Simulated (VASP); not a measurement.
# Al2Cu (I4/mmm) in VASP: further runs

The runs below take Al2Cu through relaxation of cell and atoms, with PBEsol, LDA, PBE, PBE+D3(BJ).

Everything below comes from runs of VASP 6.6.1. Logs are shortened: lines on timing, memory, paths and dates and some standing lists are left out, and cuts for length are marked.

### 1 Starting point

The structure is tetragonal, space group I4/mmm (No. 139). The conventional cell has a = 4.061 Å, b = 4.061 Å, c = 5.702 Å, α = 90.00°, β = 90.00°, γ = 90.00°. Around Al (site symmetry -4m2) lie 4 Cu at 2.48 Å and 2 Al at 2.85 Å. Around Cu (site symmetry 4/mmm) lie 8 Al at 2.48 Å.

The cell comes from a database or a generator and needn't be the stable form of this composition.

### 2 Relaxation of cell and atoms, PBEsol

INCAR reads:

```
SYSTEM = Al2Cu
PREC     = Accurate       ! precision mode
ENCUT    = 600            ! plane-wave cutoff, eV
EDIFF    = 1E-7           ! SCF threshold, eV
ISMEAR   = 0              ! smearing method
SIGMA    = 0.1            ! smearing width, eV
LREAL    = .False.        ! projectors in reciprocal space
LASPH    = .True.         ! aspherical terms in the spheres
NELM     = 80             ! most SCF steps
ALGO     = Fast           ! electronic algorithm
ISIF     = 3              ! what is computed and relaxed
LWAVE    = .False.        ! write WAVECAR
LCHARG   = .False.        ! write CHGCAR
GGA      = PS             ! functional
IBRION   = 2              ! ionic algorithm
NSW      = 90             ! ionic steps
EDIFFG   = -0.005         ! ionic threshold
```

KPOINTS reads:

```
Automatic mesh
0
Gamma
  14 14 14
  0 0 0
```

POSCAR reads:

```
Al2Cu
1.0
   -2.0303375000      2.0303375000      2.8510940000
    2.0303375000     -2.0303375000      2.8510940000
    2.0303375000      2.0303375000     -2.8510940000
Al Cu
2 1
Direct
    0.7500000000      0.2500000000      0.5000000000
    0.2500000000      0.7500000000      0.5000000000
    0.5000000000      0.5000000000      0.0000000000
```

Potentials or basis: VASP PAW PBE potentials, release 64 (Al, Cu).

Started as:

```console
$ cat potpaw_PBE.64/Al/POTCAR potpaw_PBE.64/Cu/POTCAR > POTCAR
$ mpirun -np 1 vasp_std > vasp.out
```

OUTCAR:

```text
SYSTEM = Al2Cu
   PREC = Accurate
   ENCUT = 600
   EDIFF = 1E-7
   ISMEAR = 0
   LREAL = .False.
   LASPH = .True.
   NELM = 80
   ISIF = 3
   GGA = PS
   IBRION = 2
   NSW = 90
   EDIFFG = -0.005

 ion  position               nearest neighbor table
   1  0.750  0.250  0.500-   3 2.48   3 2.48   3 2.48   3 2.48   2 2.85   2 2.85   2 2.87   2 2.87
                             2 2.87   2 2.87
   2  0.250  0.750  0.500-   3 2.48   3 2.48   3 2.48   3 2.48   1 2.85   1 2.85   1 2.87   1 2.87
                             1 2.87   1 2.87
   3  0.500  0.500  0.000-   2 2.48   1 2.48   1 2.48   2 2.48   1 2.48   2 2.48   2 2.48   1 2.48

  LATTYP: Found a body centered tetragonal cell.
 ALAT       =     4.0606750000
 C/A-ratio  =     1.4042463384

  Lattice vectors:

 A1 = (  -2.0303375000,   2.0303375000,   2.8510940000)
 A2 = (   2.0303375000,  -2.0303375000,   2.8510940000)
 A3 = (   2.0303375000,   2.0303375000,  -2.8510940000)

Analysis of symmetry for initial positions (statically):
=====================================================================
 Subroutine PRICEL returns:
 Original cell was already a primitive cell.

 Routine SETGRP: Setting up the symmetry group for a
 body centered tetragonal supercell.

 Subroutine GETGRP returns: Found 16 space group operations
 (whereof 16 operations were pure point group operations)
 out of a pool of 16 trial point group operations.

The static configuration has the point symmetry D_4h.

Analysis of symmetry for dynamics (positions and initial velocities):
=====================================================================
 Subroutine PRICEL returns:
 Original cell was already a primitive cell.

 Routine SETGRP: Setting up the symmetry group for a
 body centered tetragonal supercell.

 Subroutine GETGRP returns: Found 16 space group operations
 (whereof 16 operations were pure point group operations)
 out of a pool of 16 trial point group operations.

The dynamic configuration has the point symmetry D_4h.

 Subroutine INISYM returns: Found 16 space group operations
 (whereof 16 operations are pure point group operations),
 and found     1 'primitive' translations

----------------------------------------------------------------------------------------

                                     Primitive cell

  volume of cell :      47.0119

  direct lattice vectors                    reciprocal lattice vectors
    -2.030337500  2.030337500  2.851094000     0.000000000  0.246264476  0.175371279
     2.030337500 -2.030337500  2.851094000     0.246264476  0.000000000  0.175371279
     2.030337500  2.030337500 -2.851094000     0.246264476  0.246264476  0.000000000

  length of vectors
     4.046390703  4.046390703  4.046390703     0.302326442  0.302326442  0.348270562

  position of ions in fractional coordinates (direct lattice)
     0.750000000  0.250000000  0.500000000
     0.250000000  0.750000000  0.500000000
     0.500000000  0.500000000  0.000000000

  ion indices of the primitive-cell ions
   primitive index   ion index
                 1           1
                 2           2
                 3           3

----------------------------------------------------------------------------------------

 KPOINTS: Automatic mesh

Automatic generation of k-mesh.
 Grid dimensions read from file:
 generate k-points for:   14   14   14

 Generating k-lattice:

  Cartesian coordinates                     Fractional coordinates (reciprocal lattice)
     0.000000000  0.017590320  0.012526520     0.071428571  0.000000000  0.000000000
     0.017590320  0.000000000  0.012526520     0.000000000  0.071428571  0.000000000
     0.017590320  0.017590320  0.000000000     0.000000000  0.000000000  0.071428571

  Length of vectors
     0.021594746  0.021594746  0.024876469

  Shift w.r.t. Gamma in fractional coordinates (k-lattice)
     0.000000000  0.000000000  0.000000000

 Subroutine IBZKPT returns following result:
 ===========================================

 Found    244 irreducible k-points:

 Following reciprocal coordinates:
            Coordinates               Weight
  0.000000  0.000000  0.000000      1.000000
  0.071429 -0.000000  0.000000      8.000000
  0.142857 -0.000000  0.000000      8.000000
  0.214286 -0.000000  0.000000      8.000000
  0.285714  0.000000  0.000000      8.000000
  0.357143  0.000000  0.000000      8.000000
[... 16 lines left out ...]
  0.214286  0.142857  0.000000     16.000000
  0.285714  0.142857  0.000000     16.000000
 [... further k-points ...]
   k-points           NKPTS =    244   k-points in BZ     NKDIM =    244   number of bands    NBANDS=     12
   number of dos      NEDOS =    301   number of ions     NIONS =      3
   total plane-waves  NPLWV =  32768
   dimension x,y,z NGX =    32 NGY =   32 NGZ =   32
   dimension x,y,z NGXF=    64 NGYF=   64 NGZF=   64
   ions per type =               2   1
   NGX,Y,Z   is equivalent  to a cutoff of  13.15, 13.15, 13.15 a.u.
   NGXF,Y,Z  is equivalent  to a cutoff of  26.29, 26.29, 26.29 a.u.
 SYSTEM =  Al2Cu
   PREC   = accura    normal or accurate (medium, high low for compatibility)
   ISTART =      0    job   : 0-new  1-cont  2-samecut
   ICHARG =      2    charge: 1-file 2-atom 10-const
   ISPIN  =      1    spin polarized calculation?
   LNONCOLLINEAR =      F non collinear calculations
   LSORBIT =      F    spin-orbit coupling
   LASPH  =      T    aspherical Exc in radial PAW
   ENCUT  =  600.0 eV  44.10 Ry    6.64 a.u.   8.08  8.08  8.08*2*pi/ulx,y,z
   NELM   =     80;   NELMIN=  2; NELMDL= -5     # of ELM steps
   EDIFF  = 0.1E-06   stopping-criterion for ELM
   LREAL  =      F    real-space projection
   EDIFFG = -.5E-02   stopping-criterion for IOM
   NSW    =     90    number of steps for IOM
   IBRION =      2    ionic relax: 0-MD 1-quasi-New 2-CG
   NFREE  =      1    steps in history (QN), initial steepest desc. (CG)
   ISIF   =      3    stress and relaxation
   ISYM   =      2    0-nonsym 1-usesym 2-fastsym
   POTIM  = 0.5000    time-step for ionic-motion
   TEBEG  =    0.0;   TEEND  =   0.0 temperature during run
   PSTRESS=    0.0 pullay stress
   NELECT =      17.0000    total number of electrons
   NUPDOWN=      -1.0000    fix difference up-down
   EMIN   =  10.00;   EMAX   =-10.00  energy-range for DOS
   EFERMI =   0.00;   METHOD = LEGACY
   ISMEAR =     0;   SIGMA  =   0.10  broadening in eV -4-tet -1-fermi 0-gaus
   EFERMI_NEDOS =   21; number of points for ismear=-14 and -15
   IALGO  =     68    algorithm
   IMIX   =      4    mixing-type and parameters
     AMIX     =   0.40;   BMIX     =  1.00
     AMIX_MAG =   1.60;   BMIX_MAG =  1.00
  volume/ion in A,a.u.               =      15.67       105.75
  Fermi-wavevector in a.u.,A,eV,Ry     =   1.166331  2.204046 18.508385  1.360328
  Thomas-Fermi vector in A             =   2.302845
   LORBIT       =      0    0 simple, 1 ext, 2 COOP (PROOUT), +10 PAW based schemes
   GGA     = PS    functional components
   LHFCALC =     F    Hartree Fock is set to
   AEXX    =    0.0000 exact exchange contribution
   IVDW    =     0    specifies the selected vdW correction
   LEPSILON=     F    determine dielectric tensor
   LRPA    =     F    only Hartree local field effects (RPA)
 conjugate gradient relaxation of ions
 non-spin polarized calculation
 RMM-DIIS sequential band-by-band and
 Gauss-broadening in eV      SIGMA  =   0.10
  energy-cutoff  :      600.00
  volume of cell :       47.01
 maximum number of plane-waves:      1588
   NGX = 17   NGY = 17   NGZ = 17

--------------------------------------- Ionic step        1  -------------------------------------------

 number of electron      17.0000011 magnetization

 Free energy of the ion-electron system (eV)
  ---------------------------------------------------
  ext. energy  EPLUGINS =         0.00000000
  ---------------------------------------------------
  free energy    TOTEN  =       -13.01479336 eV

  energy without entropy =      -13.00976280  energy(sigma->0) =      -13.01227808

------------------------ aborting loop because EDIFF is reached ----------------------------------------

  FORCE on cell =-STRESS in cart. coord.  units (eV):
  Direction    XX          YY          ZZ          XY          YZ          ZX
  --------------------------------------------------------------------------------------
  -------------------------------------------------------------------------------------
  Total       -0.0530674     -0.0530674      0.1466301      0.0000000      0.0000000     -0.0000000
  in kB       -1.8085481     -1.8085481      4.9971894      0.0000000      0.0000000     -0.0000000
  external PRESSURE =       0.4600311 kB  Pullay stress =       0.0000000 kB
[... 59 lines left out ...]
  energy  without entropy=      -13.0100714209  energy(sigma->0) =      -13.01260512

--------------------------------------- Ionic step        3  -------------------------------------------

 number of electron      17.0000010 magnetization

 Free energy of the ion-electron system (eV)
  ---------------------------------------------------
  ext. energy  EPLUGINS =         0.00000000
  ---------------------------------------------------
  free energy    TOTEN  =       -13.01528085 eV

  energy without entropy =      -13.01019596  energy(sigma->0) =      -13.01273841

 E-fermi :   7.0791     XC(G=0): -10.6233

 val. band max:        7.0620692858   @ k =  -0.2857   0.1429   0.0000
 cond. band min:       7.1026198635   @ k =   0.1429  -0.0000   0.0000
 fundamental gap:      0.0405505777
 Fermi energy:         7.0791428171

 k-point     1 :       0.0000    0.0000    0.0000
  band No.  band energies     occupation
      1      -3.2135      2.00000
      2       2.4551      2.00000
      3       2.4555      2.00000
      4       2.4555      2.00000
      5       3.0231      2.00000
      6       3.0236      2.00000
      7       9.9748      0.00000
      8       9.9748      0.00000
      9       9.9771      0.00000
     10      10.0269      0.00000
     11      10.0302      0.00000
     12      10.0302      0.00000
[... 331 lines left out ...]
 k-point    24 :       0.2857    0.1429    0.0000
  band No.  band energies     occupation
      1      -1.5108      2.00000
      2       1.8423      2.00000
      3       2.5338      2.00000
      4       2.6531      2.00000
      5       2.9646      2.00000
      6       3.0860      2.00000
      7       3.9848      2.00000
      8       5.9117      2.00000
      9       8.0263      0.00000
     10      10.0690      0.00000
     11      10.7045      0.00000
     12      11.9377      0.00000

 [... further k-points ...]

------------------------ aborting loop because EDIFF is reached ----------------------------------------

  FORCE on cell =-STRESS in cart. coord.  units (eV):
  Direction    XX          YY          ZZ          XY          YZ          ZX
  --------------------------------------------------------------------------------------
  -------------------------------------------------------------------------------------
  Total        0.0010711      0.0010711      0.0110580      0.0000000      0.0000000     -0.0000000
  in kB        0.0364548      0.0364548      0.3763479      0.0000000      0.0000000     -0.0000000
  external PRESSURE =       0.1497525 kB  Pullay stress =       0.0000000 kB
[... 18 lines left out ...]
  FREE ENERGIE OF THE ION-ELECTRON SYSTEM (eV)
  ---------------------------------------------------
  free  energy   TOTEN  =       -13.0152808486 eV

  energy  without entropy=      -13.0101959650  energy(sigma->0) =      -13.01273841

 reached required accuracy - stopping structural energy minimisation
```

Wall time 2 min (1 thread of Intel Xeon 6975P-C (Granite Rapids), shared host); peak memory 0.33 GiB.

What came out:

```
Free energy                            : -13.0153 eV
Relaxed volume                         : 15.69 Å³/atom
Relaxed cell                           : a = 4.053 Å, b = 4.053 Å, c = 4.053 Å, α = 119.99°, β = 119.99°, γ = 90.02°
Space group after relaxing (to 0.05 Å) : Fm-3m (No. 225)
Energy gained by relaxing              : 0.2 meV/atom
Ionic steps                            : 3
Pressure after relaxing                : 0.0 GPa
Band gap on the k mesh                 : none (metal or under the smearing width)
```

Step by step:
```tsv
step	energy change (eV)	largest force (eV/Å)	pressure (GPa)	volume (Å³)
1	0.0000	0.0000	0.05	47.01
2	-0.0003	0.0000	0.09	47.04
3	-0.0005	0.0000	0.01	47.08
```

Final structure:
```
CELL_PARAMETERS angstrom
-2.02667 2.02667 2.86532
2.02667 -2.02667 2.86532
2.02667 2.02667 -2.86532
ATOMIC_POSITIONS crystal
Al 0.75000 0.25000 0.50000
Al 0.25000 0.75000 0.50000
Cu 0.50000 0.50000 0.00000
```

Caveat: the PAW data sets were made with another functional, which shifts forces and pressure a little.

### 3 Relaxation of cell and atoms, LDA

Edit INCAR of step 2 so:

```diff
@@ -13,3 +13,2 @@
 LCHARG   = .False.        ! write CHGCAR
-GGA      = PS             ! functional
 IBRION   = 2              ! ionic algorithm
```

KPOINTS is that of step 2.

POSCAR is that of step 2.

Potentials or basis: VASP PAW LDA potentials, release 64 (Al, Cu).

Started as:

```console
$ cat potpaw_LDA.64/Al/POTCAR potpaw_LDA.64/Cu/POTCAR > POTCAR
$ mpirun -np 1 vasp_std > vasp.out
```

Run time: 5.4 min. Hardware: 1 thread of Intel Xeon 6975P-C (Granite Rapids), shared host; peak memory 0.32 GiB.

The run converged. Its results:

```
Free energy                            : -13.7050 eV
Relaxed volume                         : 15.24 Å³/atom
Relaxed cell                           : a = 4.013 Å, b = 4.013 Å, c = 4.013 Å, α = 120.00°, β = 120.00°, γ = 90.00°
Space group after relaxing (to 0.05 Å) : Fm-3m (No. 225)
Energy gained by relaxing              : 4.2 meV/atom
Ionic steps                            : 11
Pressure after relaxing                : 0.0 GPa
Band gap on the k mesh                 : none (metal or under the smearing width)
```

The path:
| step | energy change (eV) | largest force (eV/Å) | pressure (GPa) | volume (Å³) |
| --- | --- | --- | --- | --- |
| 1 | 0.0000 | 0.0000 | -2.97 | 47.01 |
| 2 | -0.0091 | 0.0000 | 1.54 | 45.06 |
| 3 | -0.0123 | 0.0000 | -0.36 | 45.71 |
| 4 | -0.0122 | 0.0000 | 0.34 | 45.58 |
| 5 | -0.0123 | 0.0000 | 0.14 | 45.64 |
| 6 | -0.0123 | 0.0000 | 0.08 | 45.67 |
| 7 | -0.0125 | 0.0000 | 0.12 | 45.67 |
| 8 | -0.0125 | 0.0000 | 0.10 | 45.67 |
| 9 | -0.0125 | 0.0000 | 0.09 | 45.67 |
| 10 | -0.0125 | 0.0000 | -0.13 | 45.74 |
| 11 | -0.0125 | 0.0000 | 0.02 | 45.71 |

Final structure:
```
Al Cu
1.0
    -2.00672    2.00672    2.83800
     2.00672   -2.00672    2.83800
     2.00672    2.00672   -2.83800
Al Cu
2 1
Direct
  0.75000 0.25000 0.50000
  0.25000 0.75000 0.50000
  0.50000 0.50000 0.00000
```

Levels at points of the mesh, in eV from the Fermi level:
```
           k point  band 7  band 8  band 9  band 10  band 11  band 12
(0.00, 0.00, 0.00)    2.92    2.92    2.92     3.03     3.03     3.03
(0.50, 0.00, 0.00)   -4.16    0.61    0.61     3.01     3.01     3.95
(0.50, 0.50, 0.00)   -3.91   -2.03   -2.03     0.43     1.53     9.14
(0.50, 0.50, 0.50)   -3.91   -2.03   -2.03     0.43     1.53     9.14
```

### 4 Relaxation of cell and atoms, PBE

Edit INCAR of step 3 so:

```diff
@@ -13,2 +13,3 @@
 LCHARG   = .False.        ! write CHGCAR
+GGA      = PE             ! functional
 IBRION   = 2              ! ionic algorithm
```

KPOINTS is that of step 3.

POSCAR is that of step 3.

Potentials or basis: VASP PAW PBE potentials, release 64 (Al, Cu).

Started as:

```console
$ cat potpaw_PBE.64/Al/POTCAR potpaw_PBE.64/Cu/POTCAR > POTCAR
$ mpirun -np 1 vasp_std > vasp.out
```

Wall time 4.3 min (1 thread of Intel Xeon 6975P-C (Granite Rapids), shared host); peak memory 0.34 GiB.

Results (log left out):

```
Free energy                            : -11.7493 eV
Relaxed volume                         : 16.15 Å³/atom
Relaxed cell                           : a = 4.092 Å, b = 4.092 Å, c = 4.092 Å, α = 120.00°, β = 120.00°, γ = 90.00°
Space group after relaxing (to 0.05 Å) : Fm-3m (No. 225)
Energy gained by relaxing              : 4.6 meV/atom
Ionic steps                            : 8
Pressure after relaxing                : 0.0 GPa
Band gap on the k mesh                 : none (metal or under the smearing width)
```

Step by step:
```csv
step,energy change (eV),largest force (eV/Å),pressure (GPa),volume (Å³)
1,0.0000,0.0000,3.02,47.01
2,-0.0116,0.0000,-1.08,49.05
3,-0.0137,0.0000,-0.11,48.47
4,-0.0137,0.0000,0.06,48.43
5,-0.0138,0.0000,0.08,48.43
6,-0.0138,0.0000,0.07,48.42
7,-0.0139,0.0000,-0.06,48.48
8,-0.0139,0.0000,0.01,48.45
```

Final structure:
```cif
data_structure
_symmetry_space_group_name_H-M 'P 1'
_symmetry_Int_Tables_number 1
_cell_length_a 4.0920
_cell_length_b 4.0920
_cell_length_c 4.0920
_cell_angle_alpha 119.999
_cell_angle_beta 119.999
_cell_angle_gamma 90.002
_cell_volume 48.45
loop_
_atom_site_label
_atom_site_type_symbol
_atom_site_fract_x
_atom_site_fract_y
_atom_site_fract_z
_atom_site_occupancy
Al1 Al 0.75000 0.25000 0.50000 1
Al2 Al 0.25000 0.75000 0.50000 1
Cu1 Cu 0.50000 0.50000 0.00000 1
```

Levels at points of the mesh, in eV from the Fermi level:
```
           k point  band 7  band 8  band 9  band 10  band 11  band 12
(0.00, 0.00, 0.00)    2.83    2.84    2.84     2.92     2.92     2.92
(0.50, 0.00, 0.00)   -3.89    0.61    0.61     2.87     2.87     3.65
(0.50, 0.50, 0.00)   -3.68   -1.96   -1.95     0.24     1.55     8.94
(0.50, 0.50, 0.50)   -3.68   -1.96   -1.96     0.24     1.55     8.94
```

(Part 1 of 2 ends here.)
